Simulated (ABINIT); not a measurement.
Crystal: MnS.

```
CELL_PARAMETERS angstrom
0.00000 2.60450 2.60450
2.60450 0.00000 2.60450
2.60450 2.60450 0.00000
ATOMIC_POSITIONS crystal
Mn 0.00000 0.00000 0.00000
S 0.50000 0.50000 0.50000
```

Base run:

```yaml
Program: ABINIT 10.8.3 (patched build)
Functional: LDA-PZ
Potentials_or_basis: JTH PAW LDA v2.0
Cutoff: 544 eV
k_mesh: 9 × 9 × 9
Occupations: fermi-dirac, width 0.05 eV
Spin: collinear spin, ferromagnetic start
Starting_moments: "[4.0, 0.0] μB"
```

Its results: band gap on the k mesh none (metal or under the smearing width); net moment 4.50 μB per cell; site moments Mn +3.95; S +0.11 μB.

Question: The run is repeated on the same cell with these changes: functional from LDA-PZ to PBEsol; potentials or basis from JTH PAW LDA v2.0 to PseudoDojo NC SR PBEsol v0.4.1 standard; cutoff from 544 eV to 1306 eV. What comes out?

Answer: Band gap on the k mesh none (metal or under the smearing width); net moment 4.72 μB per cell; site moments Mn +4.05; S +0.13 μB.

Caveats: a cell with one magnetic atom can't hold antiferromagnetic order, which such compounds often take; semilocal functionals often make such compounds metallic where correlation or magnetic order opens a gap, which also shifts bond lengths.

Not every run made on this cell is shown here.
